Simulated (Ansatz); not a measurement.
## PbF2 (Fluorocronite) under changes of volume

One of the cells (17.354 Å³/atom); the others are scaled copies at fixed shape and fractional positions:

```xyz
3
Lattice="0.0000 2.9637 2.9637 2.9637 0.0000 2.9637 2.9637 2.9637 0.0000" Properties=species:S:1:pos:R:3 pbc="T T T"
Pb    0.0000    0.0000    0.0000
F     4.4455    4.4455    4.4455
F     1.4818    1.4818    1.4818
```

* Program: Ansatz 0.2.0
* Functional: LDA
* Potentials or basis: all-electron LAPW, scalar-relativistic
* Cutoff: 240 eV (chosen from the basis error)
* Basis error allowed: 0.002 eV/atom
* k mesh: 8 × 8 × 8
* Occupations: fermi-dirac, width 0.05 eV
* Spin: no spin polarisation

```csv
volume (Å³/atom),energy over the lowest point (meV/atom),pressure (GPa),gap on the mesh (eV)
16.313,0.00,0.3,4.23
16.660,1.41,-1.5,4.24
17.007,6.46,-3.1,4.25
17.354,?,?,?
17.701,25.77,-5.7,4.25
18.048,39.38,-6.8,4.25
18.395,55.20,-7.8,4.23
```

Problem. What does the run at 17.354 Å³/atom give?

Solution. Energy over the lowest point 14.71 meV/atom; pressure -4.5 GPa; gap on the mesh 4.25 eV.

Worked out: A Birch-Murnaghan fit of order 3 (a polynomial in V^(-2/3)) to the other rows has its minimum at 16.36 Å³/atom with B0 = V·E''(V) = 87 GPa and B' = 4.7. It gives 14.69 meV/atom at 17.354 Å³/atom, against the run's 14.71, and -dE/dV = -4.5 GPa, against -4.5. A parabola through the other rows of the gap, of slope 0.0181 eV per unit of ln V there, gives 4.25 eV, against the run's 4.25.

Energies are extrapolated to zero smearing.

Caveats: spin-orbit coupling is left out, which as a rule narrows the gap of such compounds by several tenths of an eV.

A mesh can miss the band edges.
